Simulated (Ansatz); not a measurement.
## An elastic constant from a strain scan in TiO2

These are results of Ansatz 0.2.0, DFT PBEsol, scalar-relativistic, plane waves, PAW, not measurements. Settings: plane waves to 420 eV, k-mesh 6×6×10 (Γ-centred), Gaussian smearing 0.05 eV. No spin polarisation. Energies are free energies at this smearing, counted from the undisturbed cell; pressure is positive in compression.

The undisturbed cell (relaxed at this level):

```yaml
crystal:
  lattice:
    - [4.59125, 0.00000, 0.00000]
    - [0.00000, 4.59125, 0.00000]
    - [0.00000, 0.00000, 2.93899]
  atoms:
    - { symbol: Ti, position: [0.00000, 0.00000, 0.00000] }
    - { symbol: Ti, position: [0.50000, 0.50000, 0.50000] }
    - { symbol: O, position: [0.30444, 0.30444, 0.00000] }
    - { symbol: O, position: [0.19556, 0.80444, 0.50000] }
    - { symbol: O, position: [0.69556, 0.69556, 0.00000] }
    - { symbol: O, position: [0.80444, 0.19556, 0.50000] }
```

The cell is strained by ε times the Voigt pattern (0, 0, 0, 1, 0, 0) (xx, yy, zz, yz, xz, xy; engineering shear) with fractional coordinates fixed. The cell holds 6 atoms in V0 = 61.95 Å³. The stress column is τ = (1/V0) dE/dε, got from the stress tensor σ (compression positive) at each point as −det(1 + εP) σ : P(1 + εP)⁻¹, with P the pattern as a tensor.

```csv
ε,ΔE (meV/atom),τ (GPa)
-0.0875,36.222,-12.923
-0.0750,26.571,-11.043
-0.0625,18.423,-9.178
-0.0500,11.787,-7.326
-0.0375,6.617,-5.486
-0.0250,2.943,-3.653
-0.0125,0.731,-1.825
0.0000,0.000,0.000
0.0125,0.731,1.825
0.0250,2.943,3.653
0.0375,6.617,5.486
0.0500,11.787,7.326
0.0625,18.423,9.178
0.0750,26.571,11.043
0.0875,36.222,12.923
0.1000,?,?
```

Question: Which combination of elastic constants does this scan measure, and how large is it?

Answer: For small ε, τ = τ0 + Kε with K = pᵀCp, which for this pattern is C44 in the Cartesian frame shown. The parabola through τ at ε = -0.0125, 0 and 0.0125 has slope K = 146 GPa at zero. The energies per cell, E = NΔE, of the same two points give K = 2[E(ε₊)/ε₊ − E(ε₋)/ε₋]/[(ε₊ − ε₋)V0] = 145 GPa, in agreement. These are clamped-ion values.

Question: Predict the withheld row at ε = 0.1000 from the harmonic law, and compare.

Answer: ΔE = V0(τ0 ε + Kε²/2)/N = 47.051 meV/atom and τ = 14.60 GPa. The calculation gives 47.410 meV/atom and 14.82 GPa, a miss of 0.8 % of the harmonic energy, so the harmonic law still holds here.

Forces appear on the atoms along this scan, and letting them relax would lower the energy and soften the response.

Cost: 9 runs of about 1.4 core-minutes in all, on Intel Xeon Platinum 8488C (Sapphire Rapids) (shared hosts).